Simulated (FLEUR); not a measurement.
Be2C:

```
C Be
1.0
     0.00000    2.16500    2.16500
     2.16500    0.00000    2.16500
     2.16500    2.16500    0.00000
C Be
1 2
Direct
  0.00000 0.00000 0.00000
  0.75000 0.75000 0.75000
  0.25000 0.25000 0.25000
```

Base run:

```yaml
Program: FLEUR MaX-R8.1 (later development tree)
Functional: PBEsol
Potentials_or_basis: all-electron
Basis: FLAPW
Kmax: 4.39 1/bohr
k_mesh: 11 × 11 × 11
Occupations: fermi-dirac, width 0.05 eV
Spin: no spin polarisation
```

Its results: band gap on the k mesh 1.16 eV, indirect (least direct gap 4.09 eV).

Question: The run is repeated on the same cell with these changes: functional from PBEsol to LDA. What comes out?

Answer: Band gap on the k mesh 1.28 eV, indirect (least direct gap 4.02 eV).

Caveats: the mesh misses the band edges, which the band path finds closer together.
